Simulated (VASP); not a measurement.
A run of VASP 6.6.1 is set up as follows.

The input INCAR:

```
SYSTEM = Te
PREC = Accurate
ENCUT = 300
EDIFF = 1E-6
ISMEAR = 0
SIGMA = 0.01
LREAL = .False.
LASPH = .True.
NELM = 60
ALGO = Fast
ISIF = 2
LWAVE = .False.
LCHARG = .True.
LNONCOLLINEAR = .True.
MAGMOM = 0 0 0 0 0 0 0 0 0
LORBIT = 11
LSORBIT = .True.
GGA_COMPAT = .False.
GGA = PE
LVHAR = .True.
NBANDS = 31
```

KPOINTS

```
Automatic mesh
0
Gamma
  9 9 6
  0 0 0
```

Contents of POSCAR:

```
Te
1.0
    4.3377453000      0.0000000000      0.0000000000
   -2.1688727000      3.7565976000      0.0000000000
    0.0000000000      0.0000000000      5.9709527000
Te
3
Direct
    0.2832193000      0.0000000000      0.3333334000
    0.0000001000      0.2832193000      0.6666666000
    0.7167807000      0.7167808000      0.0000000000
```

Potentials or basis: VASP PAW PBE potentials, release 64 (Te).

Launch:

```console
$ cat potpaw_PBE.64/Te/POTCAR > POTCAR
$ mpirun -np 1 vasp_ncl > vasp.out
```

(1) Predict the largest force.

(2) What does it give for the net moment?

(3) Predict the pressure.

## Answers

(1) 0.027 eV/Å.

(2) 0.00 μB per cell.

(3) 2.3 GPa.
